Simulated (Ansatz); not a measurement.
Li2S:

```xyz
3
Lattice="0.0000 2.8445 2.8445 2.8445 0.0000 2.8445 2.8445 2.8445 0.0000" Properties=species:S:1:pos:R:3 pbc="T T T"
S     0.0000    0.0000    0.0000
Li    4.2668    4.2668    4.2668
Li    1.4223    1.4223    1.4223
```

Base run:

- Program: Ansatz 0.2.0
- Functional: PBE
- Potentials or basis: Ansatz PAW
- Cutoff: 420 eV (not typed: the program's choice for these potentials)
- k mesh: 8 × 8 × 8
- Occupations: gaussian, width 0.011 eV
- Spin: no spin polarisation

Its results: band gap on the k mesh 3.39 eV, indirect (least direct gap 4.29 eV); pressure 0.4 GPa.

**Question.** The run is repeated on the same cell with these changes: functional from PBE to LDA; occupations from gaussian, width 0.011 eV to fermi-dirac, width 0.05 eV. What comes out?

**Answer.** Band gap on the k mesh 3.17 eV, indirect (least direct gap 4.08 eV); pressure -2.6 GPa.

Caveats: the PAW data sets come from PBE, with cores solved anew for the run's functional, which leaves a small shift of forces and pressure (some runs).
